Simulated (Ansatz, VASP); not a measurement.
# Two plane-wave programs on As

```
As
1.0
     6.89549    0.00000    0.00000
     0.00000    6.89549    0.00000
     0.00000    0.00000    2.78431
As
6
Direct
  0.12752 0.37248 0.00000
  0.37248 0.87248 0.00000
  0.87248 0.62752 0.00000
  0.62752 0.12752 0.00000
  0.00000 0.00000 0.00000
  0.50000 0.50000 0.00000
```

Alike in both runs: task relaxation of cell and atoms; functional PBE; k mesh 6 × 6 × 14; occupations gaussian, width 0.1 eV; no spin polarisation.

|  | VASP | Ansatz |
| --- | --- | --- |
| version | VASP 6.6.1 | Ansatz 0.2.0 |
| potentials or method | VASP PAW PBE potentials, release 64 (As) | scalar-relativistic, plane waves, PAW |
| plane-wave cutoff (eV) | 600 | 420 |
| valence electrons in the cell | 30 | 90 |

Ansatz gave:

| Quantity | Value |
| --- | --- |
| gap on the k mesh at the Fermi level, each at its own relaxed structure (eV) | none |
| relaxed volume (Å³/atom) | 22.11 |
| relaxed cell length with the largest relative difference (Å) | 6.921 |

Task: Estimate VASP's values.

Result: gap on the k mesh at the Fermi level, each at its own relaxed structure (eV): none; relaxed volume (Å³/atom): 22.15; relaxed cell length with the largest relative difference (Å): 6.928.

A gap of «none» marks a metal or a gap that the smearing closes. The two sets of potentials don't hold the same shells in valence.
